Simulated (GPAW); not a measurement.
# KF (Carobbiite) (Fm-3m) in GPAW: further runs

One crystal, KF (Carobbiite), is run at these levels: r2SCAN, PBE; tasks: equation of state, band structure.

Program: GPAW 26.7.0. These are calculated values, not measurements. Logs are shortened: lines on timing, memory, paths and dates and some standing lists are left out, and cuts for length are marked. The log counts tension as positive stress, the text compression.

### 1 Starting point

The structure is cubic, space group Fm-3m (No. 225). Conventional cell: a = 5.344 Å, b = 5.344 Å, c = 5.344 Å, α = 90.00°, β = 90.00°, γ = 90.00°. K (site symmetry m-3m) has 6 F at 2.67 Å as nearest neighbours. Around F (site symmetry m-3m) lie 6 K at 2.67 Å.

### 2 Equation of state, r2SCAN

The input, run.py:

```python
from ase import Atoms
from ase.eos import EquationOfState
from ase.io import Trajectory
from ase.units import GPa
from gpaw import GPAW, PW

atoms = Atoms(['K', 'F'],
              cell=[[0.0, 2.67185, 2.67185],
                    [2.67185, 0.0, 2.67185],
                    [2.67185, 2.67185, 0.0]],
              scaled_positions=[[0.0, 0.0, 0.0],
                                [0.5, 0.5, 0.5]],
              pbc=True)

traj = Trajectory('eos.traj', 'w')
volumes, energies = [], []
for x in [0.94, 0.96, 0.98, 1.0, 1.02, 1.04, 1.06]:
    a = atoms.copy()
    a.set_cell(atoms.cell * x**(1 / 3), scale_atoms=True)
    calc = GPAW(mode=PW(800),
                xc='MGGA_X_R2SCAN+MGGA_C_R2SCAN',
                kpts={'size': (9, 9, 9), 'gamma': True},
                occupations={'name': 'fermi-dirac', 'width': 0.05},
                nbands=16,
                convergence={'density': 1e-05, 'energy': 1e-05},
                maxiter=150,
                txt=f'eos-{x:.2f}.txt')
    a.calc = calc
    energies.append(a.get_potential_energy(force_consistent=True))
    volumes.append(a.get_volume())
    p = -a.get_stress()[:3].mean() / GPa
    calc.write(f'eos-{x:.2f}.gpw')
    traj.write(a)
    print(f'{x:.2f} {volumes[-1]:10.4f} A^3 {energies[-1]:14.6f} eV {p:9.3f} GPa', flush=True)

v0, e0, B = EquationOfState(volumes, energies, eos='birchmurnaghan').fit()
print(f'V0 = {v0:.4f} A^3, E0 = {e0:.6f} eV, B0 = {B / GPa:.2f} GPa')
```

Potentials or basis: GPAW PAW data sets (gpaw-data 1.2.1), pw.

Launch:

```sh
$ OMP_NUM_THREADS=1 python run.py
```

The program printed:

```text
__  _  _
 | _ |_)|_||  |
 |__||  | ||/\| - 26.7.0

Input parameters:
  mode=PW(ecut=800.0),
  convergence={'density': 1e-05, 'energy': 1e-05},
  kpts=MonkhorstPack(size=(9, 9, 9), gamma=True),
  maxiter=150,
  nbands=16,
  occupations=Occupations(name='fermi-dirac', width=0.05),
  xc=XC(name='MGGA_X_R2SCAN+MGGA_C_R2SCAN')

Diagonalizing LCAO Hamiltonian
Converting LCAO to pw mode

               F

       K

Atoms  # Å, Bohr magnetons
|   | symbol |        x |        y |        z |    initial magnetic moments |
|---|--------|----------|----------|----------|-----------------------------|
| 0 |      K | 0.000000 | 0.000000 | 0.000000 | ( 0.0000,  0.0000,  0.0000) |
| 1 |      F | 2.617307 | 2.617307 | 2.617307 | ( 0.0000,  0.0000,  0.0000) |

Unit cell  # Å
| periodic |        x |        y |        z |  lengths |    angles |
|----------|----------|----------|----------|----------|-----------|
|      yes | 0.000000 | 2.617307 | 2.617307 | 3.701431 | 60.000000 |
|      yes | 2.617307 | 0.000000 | 2.617307 | 3.701431 | 60.000000 |
|      yes | 2.617307 | 2.617307 | 0.000000 | 3.701431 | 60.000000 |

Number of symmetries: 48
Symmetry operations  # r_c * U_cc + t_c -> r_c
|    | kind |            matrix            |
|----|------|------------------------------|
|  0 |  σ   |  1, 0, 0,  1, 0,-1,  1,-1, 0 |
|  1 |  C2  |  1, 0, 0,  1,-1, 0,  1, 0,-1 |
|  2 |  E   |  1, 0, 0,  0, 1, 0,  0, 0, 1 |
|  3 |  σ   |  1, 0, 0,  0, 0, 1,  0, 1, 0 |
|  4 |  C4  |  1, 0,-1,  1, 0, 0,  1,-1, 0 |
|  5 |  S6  |  1, 0,-1,  1,-1, 0,  1, 0, 0 |
|  6 |  σ   |  1, 0,-1,  0, 1,-1,  0, 0,-1 |
|  7 |  C3  |  1, 0,-1,  0, 0,-1,  0, 1,-1 |
|  8 |  S6  |  1,-1, 0,  1, 0, 0,  1, 0,-1 |
|  9 |  C4  |  1,-1, 0,  1, 0,-1,  1, 0, 0 |
| 10 |  C3  |  1,-1, 0,  0,-1, 1,  0,-1, 0 |
| 11 |  σ   |  1,-1, 0,  0,-1, 0,  0,-1, 1 |
| 12 |  σ   |  0, 1, 0,  1, 0, 0,  0, 0, 1 |
| 13 |  C4  |  0, 1, 0,  0, 1,-1, -1, 1, 0 |
| 14 |  C3  |  0, 1, 0,  0, 0, 1,  1, 0, 0 |
| 15 |  S6  |  0, 1, 0, -1, 1, 0,  0, 1,-1 |
| 16 |  C2  |  0, 1,-1,  1, 0,-1,  0, 0,-1 |
| 17 |  σ   |  0, 1,-1,  0, 1, 0, -1, 1, 0 |
| 18 |  S4  |  0, 1,-1,  0, 0,-1,  1, 0,-1 |
| 19 |  C4  |  0, 1,-1, -1, 1, 0,  0, 1, 0 |
| 20 |  C3  |  0, 0, 1,  1, 0, 0,  0, 1, 0 |
| 21 |  σ   |  0, 0, 1,  0, 1, 0,  1, 0, 0 |
| 22 |  S6  |  0, 0, 1,  0,-1, 1, -1, 0, 1 |
| 23 |  C4  |  0, 0, 1, -1, 0, 1,  0,-1, 1 |
| 24 |  S4  |  0, 0,-1,  1, 0,-1,  0, 1,-1 |
| 25 |  C3  |  0, 0,-1,  0, 1,-1,  1, 0,-1 |
| 26 |  C2  |  0, 0,-1,  0,-1, 0, -1, 0, 0 |
| 27 |  S6  |  0, 0,-1, -1, 0, 0,  0,-1, 0 |
| 28 |  S4  |  0,-1, 1,  1,-1, 0,  0,-1, 0 |
| 29 |  C4  |  0,-1, 1,  0, 0, 1, -1, 0, 1 |
| 30 |  C2  |  0,-1, 1,  0,-1, 0,  1,-1, 0 |
| 31 |  σ   |  0,-1, 1, -1, 0, 1,  0, 0, 1 |
| 32 |  C3  |  0,-1, 0,  1,-1, 0,  0,-1, 1 |
| 33 |  S6  |  0,-1, 0,  0, 0,-1, -1, 0, 0 |
| 34 |  S4  |  0,-1, 0,  0,-1, 1,  1,-1, 0 |
| 35 |  C2  |  0,-1, 0, -1, 0, 0,  0, 0,-1 |
| 36 |  C2  | -1, 1, 0,  0, 1, 0,  0, 1,-1 |
| 37 |  S6  | -1, 1, 0,  0, 1,-1,  0, 1, 0 |
| 38 |  S4  | -1, 1, 0, -1, 0, 1, -1, 0, 0 |
| 39 |  C3  | -1, 1, 0, -1, 0, 0, -1, 0, 1 |
| 40 |  S6  | -1, 0, 1,  0, 0, 1,  0,-1, 1 |
| 41 |  C2  | -1, 0, 1,  0,-1, 1,  0, 0, 1 |
| 42 |  C3  | -1, 0, 1, -1, 1, 0, -1, 0, 0 |
| 43 |  S4  | -1, 0, 1, -1, 0, 0, -1, 1, 0 |
| 44 |  C2  | -1, 0, 0,  0, 0,-1,  0,-1, 0 |
| 45 |  i   | -1, 0, 0,  0,-1, 0,  0, 0,-1 |
| 46 |  σ   | -1, 0, 0, -1, 1, 0, -1, 0, 1 |
| 47 |  C2  | -1, 0, 0, -1, 0, 1, -1, 1, 0 |

BZ-sampling:
  Number of BZ points: 729
  Number of IBZ points: 35

  Monkhorst-Pack size: [9, 9, 9]
  Monkhorst-Pack shift: [0, 0, 0]

K-points  # in reciprocal-cell coordinates
|     |                                coordinates |     weight |
|-----|--------------------------------------------|------------|
|   0 | (  0.00000000,   0.00000000,   0.00000000) | 0.00137174 |
|   1 | (  0.11111111,   0.11111111,   0.00000000) | 0.00823045 |
|   2 | (  0.11111111,   0.11111111,   0.11111111) | 0.01097394 |
|   3 | (  0.22222222,   0.11111111,   0.11111111) | 0.01646091 |
|   4 | (  0.22222222,   0.22222222,   0.00000000) | 0.00823045 |
|   5 | (  0.22222222,   0.22222222,   0.11111111) | 0.03292181 |
|   6 | (  0.22222222,   0.22222222,   0.22222222) | 0.01097394 |
|   7 | (  0.33333333,   0.22222222,   0.11111111) | 0.03292181 |
|   8 | (  0.33333333,   0.22222222,   0.22222222) | 0.03292181 |
|   9 | (  0.33333333,   0.33333333,  -0.33333333) | 0.01646091 |
| ... |                                            |            |
|  34 | (  0.44444444,   0.44444444,   0.44444444) | 0.01097394 |

Plane wave coefficients: 1863
Cutoff: 800.0 eV

Spin-components: 1 (collinear spins)
Bands:           16
Projectors:      10
Spin-degeneracy: 2
Datatype:        complex128

Parallelization:
  kpt:    1
  domain: 1
  band:   1

Density:
  Valence electrons: 16.0
  Components: 1
  Grid points: [25 25 25]
  Charge: 0.0  # |e|

Potential:
  Grid points: [25 25 25]

species:
  K:
    name:    Potassium
    Z:       19.0
    valence: 9
    core:    10
    charge:  0.0  # [|e|]
    compensation charges:
      type: gauss
      rc: 0.35  # [Å]
      lmax: 2
    cutoffs:
      filter: 1.91  # [Å]
      core: 1.27  # [Å]
    projectors
    | kind |    occ | energy [eV] | rcut [Å] |
    |------|--------|-------------|----------|
    |   3s |  2.000 |     -35.338 |    1.122 |
    |   4s |  1.000 |      -2.319 |    1.122 |
    |   3p |  6.000 |     -18.813 |    1.106 |
    |    p |        |       8.398 |    1.106 |
    |    d |        |       0.000 |    0.937 |

    Using partial waves for K as LCAO basis

  F:
    name:    Fluorine
    Z:       9.0
    valence: 7
    core:    2
    charge:  0.0  # [|e|]
    compensation charges:
      type: gauss
      rc: 0.20  # [Å]
      lmax: 2
    cutoffs:
      filter: 1.14  # [Å]
      core: 0.74  # [Å]
    projectors
    | kind |    occ | energy [eV] | rcut [Å] |
    |------|--------|-------------|----------|
    |   2s |  2.000 |     -29.898 |    0.635 |
    |   2p |  5.000 |     -11.110 |    0.635 |
    |    s |        |      -2.687 |    0.635 |
    |    p |        |      16.102 |    0.635 |
    |    d |        |       0.000 |    0.635 |

    Using partial waves for F as LCAO basis

Reference energy: -19096.334004  # eV

eigensolver:
  PPCG
  Converge bands: occupied
  niter=2

density mixing:
  MSR1-Mixer
  Pratt-step length: 0.05
  Maximum mixing coefficient: 0.75
  Old densities: 10
  SVD Regularization: 0.005
  Good broyden scale: 1.0
  Trust region scale: 1.0
  Backstep threshold: 4.0
  History deletion threshold: 6.0
  Fourier metric: weight=20.0, sigma=0.015

occupation numbers:
  Fermi-Dirac:
    width: 0.0500  # eV

poisson solver:
  ecut: 6400.0  # eV

xc functional:
  name: MGGA_X_R2SCAN+MGGA_C_R2SCAN with 2 nearest neighbor stencil

convergence criteria:
- Maximum integral of absolute [dens]ity change: 1e-05 electrons / valence electron
- Maximum [total energy] change in last 3 cyles: 1e-05 eV / valence electron
- Maximum integral of absolute [eigenst]ate change: 4e-08 eV^2 / valence electron
maximum number of iterations: 150

SCF iterations
|iter     | |      energy | eigst |  dens |
|---------|-|-------------|-------|-------|
|iter:   1| |  -22.170093 | +0.31 |       |
|iter:   2| |  -15.465147 | -1.62 | -1.17 |
|iter:   3| |  -20.230117 | +0.49 | -1.18 |
|iter:   4| |  -15.045564 | +0.67 | -0.69 |
|iter:   5| |  -14.849972 | -1.93 | -1.58 |
|iter:   6| |  -14.851569 | -3.08 | -2.17 |
|iter:   7| |  -14.851630 | -4.46 | -2.71 |
|iter:   8| |  -14.851580c| -4.27 | -3.04 |
|iter:   9| |  -14.851579c| -7.01 | -4.03 |
|iter:  10| |  -14.851579c| -7.12 | -4.51 |
|iter:  11| |  -14.851579c| -7.72c| -5.26c|

Converged in 11 steps
Energy contributions relative to reference atoms: (reference = -19096.334004)

Energy contributions:
  Kinetic:           4.266526
  Coulomb:          -2.020864
  Zero:             -0.728563
  External:          0.000000
  Xc:              -16.368678
  Entropy:          -0.000000
  Spinorbit:         0.000000
  ----------------------------
  Free energy:     -14.851579
  Extrapolated:    -14.851579

dipole moment: (-19.087122, -19.087122, -19.087122)  # |e|*Ang

Fermi level: 5.479
Eigenvalues  # (at kpt = [0.000, 0.000, 0.000])
| band index |      eig [eV] | occ [0-2] |
|------------|---------------|-----------|
|          0 |       -27.455 |     2.000 |
|          1 |       -20.402 |     2.000 |
|          2 |        -9.917 |     2.000 |
|          3 |        -9.917 |     2.000 |
|          4 |        -9.917 |     2.000 |
|          5 |        -0.575 |     2.000 |
|          6 |        -0.575 |     2.000 |
|          7 |        -0.575 |     2.000 |
|          8 |         6.603 |     0.000 |
|          9 |        11.026 |     0.000 |
|         10 |        11.026 |     0.000 |
|         11 |        11.026 |     0.000 |
|         12 |        12.903 |     0.000 |
|         13 |        12.903 |     0.000 |
|         14 |        17.007 |     0.000 |
|         15 |        25.711 |     0.000 |

Gap: 7.178 eV
Transition (v -> c):
  (s=0, k=0, n=7, [0.00, 0.00, 0.00]) -> (s=0, k=0, n=8, [0.00, 0.00, 0.00])
No difference between direct/indirect transitions

Stress tensor  # eV/Ang^3
|         x |         y |         z |
|-----------|-----------|-----------|
| -0.005248 |  0.000000 |  0.000000 |
|  0.000000 | -0.005248 |  0.000000 |
|  0.000000 |  0.000000 | -0.005248 |

# Writing to eos-0.94.gpw (mode='')
```

Run time: 6.6 min. Hardware: 1 thread of Arm Neoverse V2, shared host; peak memory 0.62 GiB.

Results:

| Property | Result |
| --- | --- |
| Equilibrium volume | 18.82 Å³/atom (rough: see the caveat) |
| Bulk modulus | 35 GPa (rough) |

Energy against volume, from the lowest point:
| volume (Å³/atom) | energy (meV/atom) |
| --- | --- |
| 17.929 | 4.90 |
| 18.311 | 1.48 |
| 18.692 | 0.00 |
| 19.074 | 0.28 |
| 19.455 | 2.23 |
| 19.837 | 5.48 |
| 20.218 | 10.16 |

Caveat: the points scatter about the fit; the PAW data sets were made with another functional, which shifts forces and pressure a little.

### 3 Band structure, PBE

The input, run.py:

```python
from ase import Atoms
from ase.dft.bandgap import bandgap
from ase.io import write
from ase.units import GPa
from gpaw import GPAW, PW

atoms = Atoms(['K', 'F'],
              cell=[[0.0, 2.67185, 2.67185],
                    [2.67185, 0.0, 2.67185],
                    [2.67185, 2.67185, 0.0]],
              scaled_positions=[[0.0, 0.0, 0.0],
                                [0.5, 0.5, 0.5]],
              pbc=True)

calc = GPAW(mode=PW(800),
            xc='PBE',
            kpts={'size': (9, 9, 9), 'gamma': True},
            occupations={'name': 'fermi-dirac', 'width': 0.05},
            nbands=16,
            convergence={'density': 1e-05, 'energy': 1e-05},
            maxiter=150,
            txt='gpaw.txt')
atoms.calc = calc
energy = atoms.get_potential_energy()
forces = atoms.get_forces()
stress = atoms.get_stress()
calc.write('gs.gpw')
write('result.traj', atoms)
print(f'Energy: {energy:.6f} eV')
print('Forces (eV/A):')
print(forces.round(4))
print('Stress (GPa):', (stress / GPa).round(3))
print('Fermi level:', round(calc.get_fermi_level(), 4), 'eV')
print(f'Gap: {bandgap(calc)[0]:.4f} eV, direct: {bandgap(calc, direct=True)[0]:.4f} eV')

path = atoms.cell.bandpath('GXWKGLUWLK,UX', npoints=80, eps=1e-4)
bs_calc = calc.fixed_density(kpts=path, symmetry='off', nbands=26,
                             convergence={'bands': 'CBM+6.0', 'eigenstates': 1e-6}, txt='bands.txt')
bs = bs_calc.band_structure()
bs.write('bs.json')
print(f'Gap on the path: {bandgap(bs_calc)[0]:.4f} eV')
```

Potentials or basis: GPAW PAW data sets (gpaw-data 1.2.1), pw.

Launch:

```sh
$ OMP_NUM_THREADS=1 python run.py
```

Run time: 51 s. Hardware: 1 thread of Arm Neoverse V1, shared host; peak memory 0.29 GiB.

It converged, with:

```yaml
Free_energy: -8.4396 eV
Pressure: 0.6 GPa
Band_gap_on_the_k_mesh: 6.18 eV, direct
Band_gap_along_the_path: 6.18 eV, direct
```

Levels at the corners of the path, in eV from the valence-band top:
| point | band 5 | band 6 | band 7 | band 8 | band 9 | band 10 | band 11 | band 12 |
| --- | --- | --- | --- | --- | --- | --- | --- | --- |
| Γ | -9.38 | 0.00 | 0.00 | 0.00 | 6.18 | 10.65 | 10.65 | 10.65 |
| X | -9.59 | -0.21 | -0.06 | -0.06 | 8.21 | 10.29 | 11.80 | 13.44 |
| W | -9.47 | -0.40 | -0.17 | -0.17 | 9.73 | 9.73 | 11.16 | 13.30 |
| K | -9.53 | -0.34 | -0.20 | -0.20 | 8.95 | 10.71 | 11.04 | 13.44 |
| Γ | -9.38 | 0.00 | 0.00 | 0.00 | 6.18 | 10.65 | 10.65 | 10.65 |
| L | -9.42 | -0.79 | -0.35 | -0.35 | 9.08 | 10.59 | 12.00 | 12.00 |
| U | -9.53 | -0.34 | -0.20 | -0.20 | 8.95 | 10.71 | 11.04 | 13.44 |
| W | -9.47 | -0.40 | -0.17 | -0.17 | 9.73 | 9.73 | 11.16 | 13.30 |
| L | -9.42 | -0.79 | -0.35 | -0.35 | 9.08 | 10.59 | 12.00 | 12.00 |
| K | -9.53 | -0.34 | -0.20 | -0.20 | 8.95 | 10.71 | 11.04 | 13.44 |
| U | -9.53 | -0.34 | -0.20 | -0.20 | 8.95 | 10.71 | 11.04 | 13.44 |
| X | -9.59 | -0.21 | -0.06 | -0.06 | 8.21 | 10.29 | 11.80 | 13.44 |

As with any semilocal functional, this PBE gap is likely too small.
